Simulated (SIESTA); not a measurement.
WC:

```
W C
1.0
     0.00000    2.19268    2.19268
     2.19268    0.00000    2.19268
     2.19268    2.19268    0.00000
W C
1 1
Direct
  0.00000 0.00000 0.00000
  0.50000 0.50000 0.50000
```

Measurements of this composition are mostly on another form, of space group No. 187.

| Property | Result |
| --- | --- |
| Program | SIESTA 5.4.2 |
| Task | single point |
| Functional | PBEsol |
| Potentials or basis | PseudoDojo 0.4 standard (PBEsol files) |
| Basis | DZP (energy shift 0.003 Ry; two zetas on semicore shells) |
| Grid cutoff | 800 Ry |
| Energy shift | 0.003 Ry |
| k mesh | 10 × 10 × 10 |
| Occupations | fermi-dirac, width 0.05 eV |
| Spin | no spin polarisation |

On this cell: pressure -0.5 GPa; largest force zero by symmetry; band gap on the k mesh none (metal or under the smearing width).

The same run follows on a disturbed copy (atoms moved at random, drawn with an rms of 0.05 Å):

```xyz
2
Lattice="0.0000 2.1927 2.1927 2.1927 0.0000 2.1927 2.1927 2.1927 0.0000" Properties=species:S:1:pos:R:3 pbc="T T T"
W    -0.0044   -0.0321   -0.0488
C     2.1767    2.2019    2.2440
```

Problem. What changes?

Solution. The energy (extrapolated to zero smearing) moves by +18.9 meV/atom; pressure 1.3 GPa; largest force 0.731 eV/Å; band gap on the k mesh none (metal or under the smearing width).

Forces in eV/Å, atoms in the order of the input:
```
W   -0.077  0.283  0.670
C    0.076 -0.283 -0.670
```

Stress tensor (GPa, compression positive):
```
-0.85  0.00  0.01
 0.00 -0.03 -0.03
 0.01 -0.03  4.75
```

Caveats: short orbitals over semicore shells can move pressures by several GPa; the basis of atomic orbitals isn't converged, which shifts pressures, moduli and gaps.
